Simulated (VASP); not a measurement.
All values below come from PBE GGA, VASP's PBE PAW potentials (set 64) (plane waves; VASP).

VASP ran on this input.

### KPOINTS
```
K-points
0
G
  6 6 6
0 0 0
```

### INCAR
```
SYSTEM = CoSb3
PREC = Accurate
ENCUT = 300
EDIFF = 1E-6
NELM = 100
ALGO = Normal
LREAL = Auto
LASPH = .TRUE.
ISMEAR = -1
SIGMA = 0.1
GGA = PE
LMAXMIX = 4
LWAVE = .FALSE.
LCHARG = .FALSE.
ISIF = 2
```

**POSCAR**
```
CoSb3
4.5265950
 -1.0000000000   1.0000000000   1.0000000000
  1.0000000000  -1.0000000000   1.0000000000
  1.0000000000   1.0000000000  -1.0000000000
Co Sb
4 12
direct
  0.0000000000   0.0000000000   0.5000000000
  0.5000000000   0.5000000000   0.5000000000
  0.0000000000   0.5000000000   0.0000000000
  0.5000000000   0.0000000000   0.0000000000
  0.8412600000   0.1751100000   0.3338500000
  0.1587400000   0.8248900000   0.6661500000
  0.8412600000   0.5074100000   0.6661500000
  0.1587400000   0.4925900000   0.3338500000
  0.3338500000   0.8412600000   0.1751100000
  0.6661500000   0.1587400000   0.8248900000
  0.6661500000   0.8412600000   0.5074100000
  0.3338500000   0.1587400000   0.4925900000
  0.1751100000   0.3338500000   0.8412600000
  0.8248900000   0.6661500000   0.1587400000
  0.5074100000   0.6661500000   0.8412600000
  0.4925900000   0.3338500000   0.1587400000
```

POTCAR, in this order: Co Sb (PBE.64 set). Program: vasp_std.

The resulting files:

**OSZICAR**
```
       N       E                     dE             d eps       ncg     rms          rms(c)
DAV:   1     0.476792965499E+03    0.47679E+03   -0.25165E+04  2060   0.949E+02
DAV:   2    -0.311212577389E+02   -0.50791E+03   -0.49125E+03  2128   0.269E+02
DAV:   3    -0.821142834387E+02   -0.50993E+02   -0.48258E+02  2648   0.912E+01
DAV:   4    -0.842135347638E+02   -0.20993E+01   -0.20766E+01  2496   0.193E+01
DAV:   5    -0.842945889563E+02   -0.81054E-01   -0.80875E-01  2757   0.383E+00    0.201E+01
DAV:   6    -0.971328827915E+02   -0.12838E+02   -0.11818E+02  2911   0.103E+02    0.340E+01
DAV:   7    -0.805773520429E+02    0.16556E+02   -0.59639E+01  2873   0.878E+01    0.112E+01
DAV:   8    -0.811928554643E+02   -0.61550E+00   -0.95273E+00  2676   0.117E+01    0.661E+00
DAV:   9    -0.807892184214E+02    0.40364E+00   -0.16681E+00  2855   0.117E+01    0.192E+00
DAV:  10    -0.807964944416E+02   -0.72760E-02   -0.68870E-02  2326   0.133E+00    0.135E+00
DAV:  11    -0.807958912978E+02    0.60314E-03   -0.13657E-02  2386   0.410E-01    0.422E-01
DAV:  12    -0.807961619544E+02   -0.27066E-03   -0.42608E-03  2891   0.543E-01    0.157E-01
DAV:  13    -0.807965713044E+02   -0.40935E-03   -0.10259E-03  2184   0.179E-01    0.817E-02
DAV:  14    -0.807966277608E+02   -0.56456E-04   -0.31021E-04  2549   0.130E-01    0.377E-02
DAV:  15    -0.807966562638E+02   -0.28503E-04   -0.73746E-05  2230   0.301E-02    0.295E-02
DAV:  16    -0.807966568647E+02   -0.60095E-06   -0.37916E-06  2215   0.113E-02
   1 F= -.80796657E+02 E0= -.80780851E+02  d E =-.316111E-01
```

OUTCAR:
```
------------------------ aborting loop because EDIFF is reached ----------------------------------------
  FORCE on cell =-STRESS in cart. coord.  units (eV):
  Direction    XX          YY          ZZ          XY          YZ          ZX
  --------------------------------------------------------------------------------------
  Total        4.1442839      4.1442839      4.1442839      0.0000000      0.0000000      0.0000000
  in kB       17.8972031     17.8972031     17.8972031      0.0000000      0.0000000      0.0000000
  external PRESSURE =      17.8972031 kB  Pullay stress =       0.0000000 kB
  volume of cell :      371.00
      direct lattice vectors                 reciprocal lattice vectors
    -4.526595000  4.526595000  4.526595000     0.000000000  0.110458303  0.110458303
     4.526595000 -4.526595000  4.526595000     0.110458303  0.000000000  0.110458303
     4.526595000  4.526595000 -4.526595000     0.110458303  0.110458303  0.000000000
 POSITION                                       TOTAL-FORCE (eV/Angst)
 -----------------------------------------------------------------------------------
      2.26330      2.26330     -2.26330        -0.000000      0.000000      0.000000
      2.26330      2.26330      2.26330        -0.000000      0.000000      0.000000
      2.26330     -2.26330      2.26330        -0.000000      0.000000     -0.000000
     -2.26330      2.26330      2.26330        -0.000000      0.000000      0.000000
     -1.50419      4.52660      3.08949        -0.054192     -0.000000     -0.094063
      6.03078      0.00000      1.43710         0.054192      0.000000      0.094063
      1.50419      4.52660      3.08949         0.054192      0.000000     -0.094063
      3.02241      0.00000      1.43710        -0.054192      0.000000      0.094063
      3.08949     -1.50419      4.52660        -0.094063     -0.054192     -0.000000
      1.43710      6.03078      0.00000         0.094063      0.054192      0.000000
      3.08949      1.50419      4.52660        -0.094063      0.054192     -0.000000
      1.43710      3.02241      0.00000         0.094063     -0.054192      0.000000
      4.52660      3.08949     -1.50419        -0.000000     -0.094063     -0.054192
      0.00000      1.43710      6.03078         0.000000      0.094063      0.054192
      4.52660      3.08949      1.50419        -0.000000     -0.094063      0.054192
      0.00000      1.43710      3.02241         0.000000      0.094063     -0.054192
 -----------------------------------------------------------------------------------
    total drift:                                0.000000      0.000000     -0.000000
  FREE ENERGIE OF THE ION-ELECTRON SYSTEM (eV)
  ---------------------------------------------------
  free  energy   TOTEN  =       -80.7966568647 eV

  energy  without entropy=      -80.7650457630  energy(sigma->0) =      -80.78085131
```
(Selected blocks of OUTCAR.)

At this cut-off the stress carries a Pulay error, which pulls relaxed volumes low.

The structure comes from a computed database's CoSb3 entry; how it stands against other phases isn't given here. The cell was not relaxed at this level. The run is one of a series of settings (KPOINTS 6×6×6 Γ-centred mesh against the base run), some of them coarse on purpose. The run is not spin-polarised, so no magnetic state was tried.
